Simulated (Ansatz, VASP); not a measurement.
# One calculation of NiO, two programs

```
Ni O
1.0
     1.48026    0.85463    2.41724
    -1.48026    0.85463    2.41724
     0.00000   -1.70925    2.41724
Ni O
1 1
Cartesian
  1.4803 0.8546 2.4172
  0.0000 0.0000 3.6259
```

Alike in both runs: functional PBE; k mesh 14 × 14 × 14; occupations gaussian, width 0.05 eV; no spin polarisation.

Ansatz relaxed the structure, and its values are those at the end. VASP's run is a single point on that final structure, the one shown.

|  | VASP | Ansatz |
| --- | --- | --- |
| version | VASP 6.6.1 | Ansatz 0.2.0 |
| potentials or method | VASP PAW PBE potentials, release 64 (Ni, O) | scalar-relativistic, plane waves, PAW |
| plane-wave cutoff (eV) | 520 | 420 |
| valence electrons in the cell | 16 | 24 |

Ansatz gave:

| Item | Value |
| --- | --- |
| gap on the k mesh at the Fermi level (eV) | none |
| pressure (GPa) | -3.9 |

Task: What did VASP give for the same quantities?

Result: gap on the k mesh at the Fermi level (eV): none; pressure (GPa): -3.8.

A gap of «none» marks a metal or a gap that the smearing closes. The functional is the same, so the differences come from potentials, cutoffs and numerics. The two sets of potentials don't hold the same shells in valence. Ansatz warned: «near_symmetry_operations_not_taken».

Caveats: the run has no spin polarisation, though such a crystal can be magnetic; semilocal functionals often make such compounds metallic where correlation or magnetic order opens a gap, which also shifts bond lengths. Spin polarisation is off, so any magnetic state and its effect on volume and gap are missing.
